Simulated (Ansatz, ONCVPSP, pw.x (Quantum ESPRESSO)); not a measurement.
**pw.x on bcc Si: one setting changed**

Potential: optimised norm-conserving Vanderbilt (ONCV), ONCVPSP 4.0.1.1 (patched build), PBE; core [Ne], reference 3s2 3p2; waves: 3s: rc 1.80 bohr, ncon 4, nbas 7, qcut 4 1/bohr, 2 projectors, debl 2.3 Ha; 3p: rc 1.90 bohr, ncon 3, nbas 8, qcut 4.2 1/bohr, 2 projectors, debl 2.3 Ha; d scattering state at 0.18 Ha: rc 1.75 bohr, ncon 3, nbas 8, qcut 6 1/bohr, 2 projectors, debl 0.5 Ha; local part: polynomial inside 1.70 bohr (lpopt 5, dvloc0 0 Ha); core correction: none.

The reference run (k-mesh 15³, cutoffs 60/240 Ry, Fermi–Dirac 0.01 Ry, mixing_beta 0.4, conv_thr 1e-9, no spin) gives 0.83 GPa at 14.593 Å³/atom, where all-electron LAPW gives 0.35 GPa. This run, with its own iteration cap, changes k-mesh shift to 1.

```
&control
  calculation='scf', prefix='x', pseudo_dir='./', outdir='./tmp', tstress=.true., disk_io='none'
/
&system
  ibrav=0, nat=1, ntyp=1, ecutwfc=60, ecutrho=240, nbnd=9,
  occupations='smearing', smearing='fd', degauss=0.01
/
&electrons
  conv_thr=1e-09, mixing_beta=0.4, electron_maxstep=70
/
ATOMIC_SPECIES
Si 1.0 Si.UPF
CELL_PARAMETERS angstrom
  -1.53943562 1.53943562 1.53943562
  1.53943562 -1.53943562 1.53943562
  1.53943562 1.53943562 -1.53943562
ATOMIC_POSITIONS crystal
Si 0.0000 0.0000 0.0000
K_POINTS automatic
15 15 15 1 1 1
```

```bash
pw.x < Si.scf.in > Si.scf.out
```

**Question.** How does the run end?

**Answer.** It converges in 5 iterations; the free energy moves by +7.7 meV/atom and the pressure by +0.16 GPa.

```
Message from routine setup:
     using ibrav=0 with symmetry is DISCOURAGED, use correct ibrav instead
     lattice parameter (alat)  =       5.0387  a.u.
     unit-cell volume          =      98.4784 (a.u.)^3
     number of electrons       =         4.00
     number of Kohn-Sham states=            9
     kinetic-energy cutoff     =      60.0000  Ry
     charge density cutoff     =     240.0000  Ry
     scf convergence threshold =      1.0E-09
     Exchange-correlation= PBE
     number of k points=   120  Fermi-Dirac smearing, width (Ry)=  0.0100
     iteration #  1     ecut=    60.00 Ry     beta= 0.40
     total energy              =      -7.84215229 Ry
     estimated scf accuracy    <       0.00333901 Ry
     iteration #  2     ecut=    60.00 Ry     beta= 0.40
     total energy              =      -7.84196122 Ry
     estimated scf accuracy    <       0.00105808 Ry
     iteration #  3     ecut=    60.00 Ry     beta= 0.40
     total energy              =      -7.84199774 Ry
     estimated scf accuracy    <       0.00000391 Ry
     iteration #  4     ecut=    60.00 Ry     beta= 0.40
     total energy              =      -7.84199834 Ry
     estimated scf accuracy    <       0.00000007 Ry
     iteration #  5     ecut=    60.00 Ry     beta= 0.40
     the Fermi energy is    10.5236 ev
!    total energy              =      -7.84199835 Ry
     estimated scf accuracy    <          7.4E-10 Ry
     smearing contrib. (-TS)   =      -0.00212933 Ry
     The total energy is F=E-TS. E is the sum of the following terms:
     one-electron contribution =       4.57723190 Ry
     hartree contribution      =       0.02960737 Ry
     xc contribution           =      -2.43888786 Ry
     ewald contribution        =     -10.00782044 Ry
     convergence has been achieved in   5 iterations
          total   stress  (Ry/bohr**3)                   (kbar)     P=        9.95
     Message from routine punch:
     Nothing written, as per user request (disk_io='none')
```

The run took about 6.1 s on one core of a shared host (Neoverse-V2, 96 threads, 742 GiB, load 66).
